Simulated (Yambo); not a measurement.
# PbSe (Clausthalite) (Fm-3m) in Yambo: notebook, part 2 of 3

Yambo 5.3.0. The steps go on from the part before.

## 3. Optical spectrum by the Bethe-Salpeter equation, LDA

bse5.in

```
optics
bse
bss
rim_cut
RandQpts= 1000000
RandGvec= 50 RL
BSKmod= "HARTREE"
BSEmod= "retarded"
BSSmod= "d"
% BSEQptR
 1 | 1 |
%
% BSEBands
 14 | 17 |
%
BSENGexx= 10 Ry
% BEnRange
 0 | 10 | eV
%
% BDmRange
 0.05 | 0.05 | eV
%
BEnSteps= 150
% BLongDir
 1 | 1 | 1 |
%
BSEprop= "abs"
WRbsWF
% KfnQP_E
 0.39 | 1.0 | 1.0 |
%
```

scf.in

```
&CONTROL
  calculation = 'scf'
  prefix = 'pwscf'
  outdir = './tmp'
  pseudo_dir = './pseudo'
/
&SYSTEM
  ibrav = 0
  nat = 2
  ntyp = 2
  ecutwfc = 52
  nbnd = 22
  occupations = 'smearing'
  smearing = 'fd'
  degauss = 0.00367493
  force_symmorphic = .true.
/
&ELECTRONS
  conv_thr = 4d-10
  electron_maxstep = 120
  mixing_beta = 0.5
/
ATOMIC_SPECIES
Pb   207.2000 Pb.upf
Se    78.9710 Se.upf
CELL_PARAMETERS angstrom
   0.0000000000    3.0606500000    3.0606500000
   3.0606500000    0.0000000000    3.0606500000
   3.0606500000    3.0606500000    0.0000000000
ATOMIC_POSITIONS crystal
Pb     0.0000000000    0.0000000000    0.0000000000
Se     0.5000000000    0.5000000000    0.5000000000
K_POINTS automatic
8 8 8 0 0 0
```

nscf.in

```
&CONTROL
  calculation = 'nscf'
  prefix = 'pwscf'
  outdir = './tmp'
  pseudo_dir = './pseudo'
/
&SYSTEM
  ibrav = 0
  nat = 2
  ntyp = 2
  ecutwfc = 52
  nbnd = 65
  occupations = 'fixed'
  force_symmorphic = .true.
/
&ELECTRONS
  conv_thr = 1d-08
  diago_full_acc = .true.
  diago_thr_init = 1d-06
/
ATOMIC_SPECIES
Pb   207.2000 Pb.upf
Se    78.9710 Se.upf
CELL_PARAMETERS angstrom
   0.0000000000    3.0606500000    3.0606500000
   3.0606500000    0.0000000000    3.0606500000
   3.0606500000    3.0606500000    0.0000000000
ATOMIC_POSITIONS crystal
Pb     0.0000000000    0.0000000000    0.0000000000
Se     0.5000000000    0.5000000000    0.5000000000
K_POINTS automatic
6 6 6 0 0 0
```

Potentials or basis: PseudoDojo 0.4.1 SR LDA standard.

Run with:

```bash
$ OMP_NUM_THREADS=1 pw.x -in scf.in > scf.out
$ OMP_NUM_THREADS=1 pw.x -in nscf.in > nscf.out
$ cd tmp/pwscf.save; p2y; mv SAVE ../..; cd ../..
$ OMP_NUM_THREADS=1 yambo
$ mkdir -p bse5; ln -s $PWD/g0w00/ndb.RIM bse5/
$ OMP_NUM_THREADS=1 yambo -F bse5.in -J bse5 -C bse5_out
$ OMP_NUM_THREADS=1 ypp -J bse5 -C bse5_out -e s -b 1
```

Yambo's report:

```text
[... sections 02.01 to 02.04 as in the set-up run ...]

  [02.05] Energies & Occupations
  ==============================

  [X] === General ===
  [X] Electronic Temperature                        :  0.000000  0.000000 [eV K]
  [X] Bosonic    Temperature                        :  0.000000  0.000000 [eV K]
  [X] Finite Temperature mode                       : no
  [X] El. density                                   :  0.52318E+24 [cm-3]
  [X] Fermi Level                                   :  9.115608 [eV]

  [X] === Gaps and Widths ===
  [X] Conduction Band Min                           :  0.202116 [eV]
  [X] Valence Band Max                              :  0.000000 [eV]
  [X] Filled Bands                                  :  15
  [X] Empty Bands                                   :   16   65
  [X] Direct Gap                                    :  0.202116 [eV]
  [X] Direct Gap localized at k                     :   4
  [X] Indirect Gap                                  :  0.202116 [eV]
  [X] Indirect Gap between kpts                     :   4   4
  [X] Last valence band width                       :  3.190666 [eV]
  [X] 1st conduction band width                     :  4.431781 [eV]

 [03] Transferred momenta grid and indexing
 ==========================================

 IBZ Q-points                                      :  16
 BZ  Q-points                                      :  216

 K/Q-points units:
 rlu = crystal or reduced units; cc = cartesian coordinates; iku = interal k-units

 Q [ 1]         [rlu]:  0.000000  0.000000  0.000000
 Q [ 2]         [rlu]:  0.89685E-17 -0.18787E-16  0.16667
 Q [ 3]         [rlu]:  0.17937E-16 -0.37574E-16  0.33333
 Q [ 4]         [rlu]:  0.10316E-16  0.10316E-16 -0.50000
 Q [ 5]         [rlu]:  0.62024E-17  0.16667      0.16667
 Q [ 6]         [rlu]:  0.89685E-17  0.16667      0.33333
 Q [ 7]         [rlu]:  0.73448E-16  0.16667      0.50000
 Q [ 8]         [rlu]:  0.10316E-16  0.16667     -0.33333
 Q [ 9]         [rlu]:  0.98185E-17  0.16667     -0.16667
 Q [10]         [rlu]:  0.12405E-16  0.33333      0.33333
 Q [11]         [rlu]:  0.11175E-16  0.33333      0.50000
 Q [12]         [rlu]:  0.15225E-16  0.33333     -0.33333
 Q [13]         [rlu]: -0.18607E-16 -0.50000     -0.50000
 Q [14]         [rlu]:  0.166667  0.333333  0.500000
 Q [15]         [rlu]:  0.166667  0.333333 -0.333333
 Q [16]         [rlu]:  0.166667 -0.500000 -0.333333

 [04] Coloumb potential Random Integration (RIM)
 ===============================================

 Summary of Coulomb integrals for non-metallic bands |Q|[au] RIM/Bare

 Q [1] 0.100000E-4 0.995870 * Q [2] 0.156800 1.064252
 Q [5] 0.181057 1.062849 * Q [9] 0.256054 1.026105
 Q [6] 0.300250 1.018634 * Q [3] 0.313600 1.016307
 Q [10] 0.362115 1.012926 * Q [8] 0.394605 1.010781
 Q [14] 0.404856 1.010004 * Q [7] 0.443498 1.008160
 Q [11] 0.470401 1.007364 * Q [4] 0.470401 1.007596
 Q [12] 0.512107 1.006381 * Q [15] 0.535575 1.005923
 Q [13] 0.543172 1.005879 * Q [16] 0.572554 1.005270

 [WARNING] [BS] User bands 14-17 break level degeneracy

 [05] External/Internal QP corrections
 =====================================

 [QP_apply] Action to be applied: USER defined scissor

  [05.01]  QP corrections report
  ==============================

  [K+QP] === General ===
  [K+QP] Electronic Temperature                     :  0.000000  0.000000 [eV K]
  [K+QP] Bosonic    Temperature                     :  0.000000  0.000000 [eV K]
  [K+QP] Finite Temperature mode                    : no
  [K+QP] El. density                                :  0.52318E+24 [cm-3]
  [K+QP] Fermi Level                                :  0.000000 [eV]
[... 83 lines left out ...]
  -16.65222 -16.64697 -12.53700  -8.14696  -3.40920  -2.93145  -1.29453   2.57108
    4.07779   4.75305   6.82144  10.35030  10.84140  11.18956  12.40190  15.18610
   15.62006  15.76988  16.50666  17.88664  19.44277  19.94789  20.52907  21.05424
  Eqp @ K [15]
  -47.99707 -47.97483 -47.97358 -47.96931 -47.96360 -16.75936 -16.68759 -16.66763
  -16.66395 -16.64027 -12.29824  -8.32996  -3.74624  -3.53366  -0.77952   1.97299
    4.65388   5.03750   8.00495   8.15436  11.99444  12.12983  13.44209  14.66992
   15.53652  16.18739  17.83789  18.40312  18.93013  19.58050  20.01875  21.32681
  Eqp @ K [16]
  -48.05344 -47.99120 -47.97588 -47.97264 -47.97126 -16.78887 -16.68375 -16.67517
  -16.65141 -16.63446 -12.20056  -7.95264  -4.59966  -3.73901  -1.60024   3.29559
    4.79720   5.82812   6.90166   9.73573  12.26240  13.56127  13.65534  13.80665
   14.74866  15.08547  17.03839  17.39954  18.33367  20.22294  20.44509  20.44551

 [06] Dipoles
 ============

  [06.01] Setup: observables and procedures
  =========================================

  [WF-Oscillators/G space/Transverse up loader] Normalization (few states)  min/max  :  0.14104E-15   1.0000

  [WR./bse5//ndb.dipoles]---------------------------------------------------------
   Brillouin Zone Q/K grids (IBZ/BZ)                :   16  216   16  216
   RL vectors                                       :  3143 [WF]
   Fragmentation                                    : yes
   Electronic Temperature                           :  0.000000 [K]
   Bosonic    Temperature                           :  0.000000 [K]
   DIP band range                                   :  14  17
   DIP band range limits                            :  15  16
   DIP e/h energy range                             : -1.000000 -1.000000 [eV]
   RL vectors in the sum                            :  3143
   [r,Vnl] included                                 : yes
   Bands ordered                                    : yes
   Direct v evaluation                              : no
   Approach used                                    : G-space v
   Dipoles computed                                 : R V P [G-space]
   Wavefunctions                                    : Slater exchange(X)+Perdew & Wang(C)

  [WARNING] [r,Vnl^pseudo] included in position and velocity dipoles.

  [WARNING] In case H contains other non local terms, these are neglected

 [07] Bethe Salpeter Equation driver
 ===================================

  [07.01] Bethe Salpeter Equation @q1
  ===================================

   [07.01.01] Transition pre-analysis @q1
   ======================================

   [07.01.02] Transition Groups build-up @q1
   =========================================

   [BSK] Transition groups (total):  16
   [BSK] Size (resonant):   864
   [BSK]         (total):   864
   [BSK] N. of matrices :  1

   [07.01.03] Loading Dipoles @q1
   ==============================

   [07.01.04] Independent Particles properties @q1
   ===============================================

   [07.01.05] BSE Kernel @q1 (Resonant EXCHANGE)
   =============================================

   [BSE] Exchange components :  229

   [07.01.06] Main kernel loop
   ===========================

   [WR./bse5//ndb.BS_Q1_CPU_0]-----------------------------------------------------
    Brillouin Zone Q/K grids (IBZ/BZ)                :   16  216   16  216
    RL vectors                                       :  3143 [WF]
    Coulomb cutoff potential                         : none
    Parallel CPUs
    Parallel Roles
    Fragmentation                                    : no
    BS kernel          wavefunctions                 : Slater exchange(X)+Perdew & Wang(C)
    Static diel. fun.  energies                      : Slater exchange(X)+Perdew & Wang(C)
    wavefunctions                                    : Slater exchange(X)+Perdew & Wang(C)
    [K] Identifier                                   :   4200
    [K] Dimension                                    :   864
    [K] Bands                                        :  14  17
    [K] Exchange                                     : yes [res]
    [K] Correlation                                  : no [res]
    [K] Kernel`s coupling                            : no
    [K] Exchange                                     : no [cpl]
    [K] Correlation                                  : no [cpl]
    [K] W interaction is bare                        : no
    [K] ALDA kernel in R-space                       : no
    [K] RL vectors                                   :  229 [exchange]
    [K] E/h energy range                             : -1.000000 -1.000000 [eV]
    [K] Coupling range                               :  100.0000  100.0000 [o/o]
    [K] Kernel long-range exchange                   : BAR

  [07.02] BSE solver(s) @q1
  =========================

  [07.03] Diago Solver @q1
  ========================

  [WR./bse5//ndb.BS_diago_Q1]-----------------------------------------------------
   BS kernel          energies                      : Slater exchange(X)+Perdew & Wang(C)+ user defined corrections @E
   [K] Identifier                                   :   4200
   [K] Dimension                                    :   864
   [K] Bands                                        :  14  17
   [K] Exchange                                     : yes [res]
   [K] Correlation                                  : no [res]
   [K] Kernel`s coupling                            : no
   [K] Exchange                                     : no [cpl]
   [K] Correlation                                  : no [cpl]
   [K] W interaction is bare                        : no
   [K] ALDA kernel in R-space                       : no
   [K] RL vectors                                   :  229 [exchange]
   [K] E/h energy range                             : -1.000000 -1.000000 [eV]
   [K] Coupling range                               :  100.0000  100.0000 [o/o]
   [K] Kernel long-range exchange                   : BAR
   [BSS] Eigenstates included                       : yes
   [BSS] Field direction                            :  0.577350E-5  0.577350E-5  0.577350E-5
   [BSS] Eigenstates computed                       :   864
   [BSS] Number of BSE matrices                     :  1
```

Run time: 43 s. Hardware: 1 thread of Arm Neoverse V2, shared host; peak memory 0.26 GiB.

Results:

* Band gap on the k mesh, mean-field level: 0.20 eV, direct
* Lowest exciton energy: 0.60 eV
* Lowest bright exciton energy: 0.60 eV

Dielectric function (along the field direction of the input):
```
energy (eV)  real part  imaginary part
       0.27      49.18            3.28
       0.60       7.29          169.04
       0.94      -3.23            3.64
       1.28       9.70            1.20
       1.61      17.09            1.24
       1.95      33.14           10.24
       2.28      10.88            7.56
       2.62      38.92           11.71
       2.95      21.35           24.74
       3.29     -24.08           37.25
       3.62      -2.39           11.75
       3.96     -13.67           17.93
       4.30     -15.55            5.34
       4.63     -10.10            5.83
       4.97      -8.38            2.91
       5.30      -2.82            3.56
       5.64      -8.15            1.82
       5.97      -4.93            1.64
       6.31      -2.65            0.76
       6.64      -2.45            0.39
       6.98       0.05            2.64
       7.32      -1.24            2.18
       7.65      -3.15            1.40
       7.99      -2.57            0.23
       8.32      -2.03            0.22
       8.66      -2.24            0.28
       8.99      -1.57            0.06
       9.33      -1.26            0.04
       9.66      -1.03            0.03
      10.00      -0.85            0.02
```

Lowest exciton energies (eV): 0.60, 0.60, 0.60, 0.60, 2.00, 2.00, 2.00, 2.00

Excitons:
```
energy (eV)  strength (relative to the strongest)
      0.596                               1.1e-19
      0.600                                     1
      0.600                                     1
      0.600                                     1
      1.996                               6.3e-26
      1.998                                 0.062
      1.999                                  0.07
      1.999                                  0.11
      2.083                               8.6e-24
      2.085                                 0.061
      2.086                                 0.091
      2.086                                  0.12
```

Caveat: the scissor is the correction of the direct gap in an earlier G0W0 run on the same states; spectra need much finer meshes, so this one isn't converged; spin-orbit coupling is left out, which as a rule narrows the gap of such compounds by several tenths of an eV.

(Part 2 of 3 ends here.)
